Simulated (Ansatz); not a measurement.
Crystal: C.

```
C
1.0
     1.23319    0.71198    8.28262
    -1.23319    0.71198    8.28262
     0.00000   -1.42396    8.28262
C
4
Direct
  0.08717 0.08717 0.08717
  0.75385 0.75385 0.75385
  0.24615 0.24615 0.24615
  0.91283 0.91283 0.91283
```

This isn't the form of C at room conditions, which is graphite.

Base run:

```yaml
Program: Ansatz 0.2.0
Functional: PBEsol
Potentials_or_basis: all-electron LAPW, scalar-relativistic
Cutoff: 479 eV (chosen from the basis error)
Basis_error_allowed: 0.002 eV/atom
k_mesh: 12 × 12 × 12
Occupations: fermi-dirac, width 0.05 eV
Spin: no spin polarisation
```

Its results: band gap on the k mesh 0.19 eV, direct; pressure -2.1 GPa; largest force 0.005 eV/Å.

Task: The run is repeated on the same cell with these changes: functional from PBEsol to LDA. What comes out?

Result: Band gap on the k mesh 0.19 eV, direct; pressure -6.1 GPa; largest force 0.009 eV/Å.

LDA binds more tightly than PBEsol, so the same cell stands under less pressure.

Caveats: the mesh misses the band edges, which the band path finds closer together.
